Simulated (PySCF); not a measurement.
# One molecule, a ladder of functionals, a line

Molecule: SMILES C(C)C(=O)O, C$_{3}$H$_{6}$O$_{2}$.

Cartesian coordinates in Å; atom numbers follow the order of the lines, from 1:
```xyz
11

C    -1.457    0.193    0.322
C    -0.159   -0.578    0.200
C     1.042    0.312    0.035
O     1.026    1.515    0.013
O     2.175   -0.395   -0.086
H    -2.307   -0.491    0.456
H    -1.427    0.881    1.179
H    -1.640    0.802   -0.575
H    -0.170   -1.273   -0.656
H     0.027   -1.216    1.080
H     2.891    0.251   -0.184
```

GIAO shieldings (ppm, equivalent atoms averaged) in PySCF 2.14.0 with density-fitted response routines on the PBE0-D3(BJ)/def2-SVP geometry, basis pcSseg-2, gas phase, non-relativistic:

| functional | exact exchange (%) | σ(O5) |
| --- | --- | --- |
| BLYP | 0 | 107.2 |
| BP86 | 0 | 109.8 |
| PBE | 0 | 109.6 |
| B3LYP | 20 | 117.9 |
| PBE0 | 25 | 122.6 |
| mPW1PW91 | 25 | 122.1 |
| HF | 100 | 155.4 |

Q: Fit each shielding as a line in the percentage of exact exchange.

A: σ(O5) = 109.3 + 0.47 x (rms 1.2 ppm). The functionals also differ in their semilocal parts, which the line can't hold; Hartree–Fock has no correlation at all.

Q: What does the line predict for BHandHLYP (50 %), and what does the run give?

A: σ(O5): 132.8 predicted, 132.8 computed ppm.
